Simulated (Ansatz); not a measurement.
Input deck for Ansatz 0.2.0, then the block of the output on the nuclei.

The cell is an entry of the Crystallography Open Database (COD) whose atoms were relaxed with PBE, the cell held.

```yaml
crystal:
  lattice:
    - [3.11, 0.0, 0.0]
    - [-1.555, 2.6933390058, 0.0]
    - [0.0, 0.0, 4.98]
  atoms:
    - { symbol: Al, position: [0.6666666667, 0.3333333333, 0.0] }
    - { symbol: Al, position: [0.3333333333, 0.6666666667, 0.5] }
    - { symbol: "N", position: [0.6666666667, 0.3333333333, 0.382] }
    - { symbol: "N", position: [0.3333333333, 0.6666666667, 0.882] }
kpoints:
  mp_grid: { grid: [11, 11, 6] }
scf:
  occupations: { method: fermi_dirac, width: 0.02 }
hamiltonian:
  xc: lda
  pseudopotentials: { kind: paw }
output:
  forces: true
  stress: true
  populations: true
  efg:
    quadrupole_moments_barn: { Al: 0.1466, "N": 0.02044 }
    contact_densities: true
```

```sh
ansatz run input.yaml --threads 1 --pin off --max-ram 3072MiB --backend cpu --events-out ev --progress --plain --runs-dir out
```

Of the output, the block on the nuclei alone is shown; the set-up, the SCF iterations, energies, forces and stress are cut. One atom of each set with nearly equal values is shown.

```
--- PAW observables at the nuclei: V_zz in 10²¹ V/m², potentials from the cell's mean, atoms counted from 1 ---
  atom   1  Al V_zz =    +0.502248   η = 0.0000   by run symmetry: allowed   C_q = +1.7804 MHz
            electrostatic potential = -1231.585022 V   contact ρ = 9981.598915 e/Å³
  atom   3  N  V_zz =    -0.018313   η = 0.0000   by run symmetry: allowed   C_q = -0.0091 MHz
            electrostatic potential = -516.497836 V   contact ρ = 1389.006988 e/Å³
```

The run took 4.5 s of wall time (4.5 s of CPU time) and 0.4 GiB at its peak, on 1 thread of Intel Xeon Platinum 8259CL CPU @ 2.50GHz (Skylake/Cascade Lake) (x86_64; 16 cores open to the job, memory cap 3.0 GiB, no GPU), a shared host with a load of 0.4 a core.
